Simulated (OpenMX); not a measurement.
**NaI: single point with PBE**

NaI:

```
I Na
1.0
     0.00000    3.23640    3.23640
     3.23640    0.00000    3.23640
     3.23640    3.23640    0.00000
I Na
1 1
Direct
  0.50023 0.50018 0.49698
  0.01179 0.00480 0.99300
```

The cell isn't the ideal one: atoms moved at random, drawn with an rms of 0.05 Å.

* Program: OpenMX 3.8.5
* Task: single point
* Functional: PBE
* Potentials or basis: OpenMX 2013 PBE set, I7.0-s3p2d2f1, Na9.0-s3p2d1, grid cutoff 500 Ry
* k mesh: 5 × 5 × 5
* Occupations: fermi-dirac, width 0.05 eV
* Spin: no spin polarisation

| Property | Result |
| --- | --- |
| Pressure | 0.7 GPa |
| Largest force | 0.064 eV/Å |
| Band gap on the k mesh | 3.74 eV, direct |

Forces in eV/Å, atoms in the order of the input:
```
I    0.002  0.025  0.053
Na   0.006 -0.049 -0.041
```

Levels at points of the mesh, in eV from the valence-band top:
```tsv
k point	band 6	band 7	band 8	band 9	band 10	band 11
(0.00, 0.00, 0.00)	0.00	0.00	0.00	3.74	7.91	7.92
```

Run time: 74 s on 1 thread of Arm Neoverse V2 (shared host), peak memory 1.4 GiB.

Caveat: spin-orbit coupling is left out, which moves the levels of the heavy elements; the basis of atomic orbitals isn't converged, which shifts pressures, moduli and gaps.
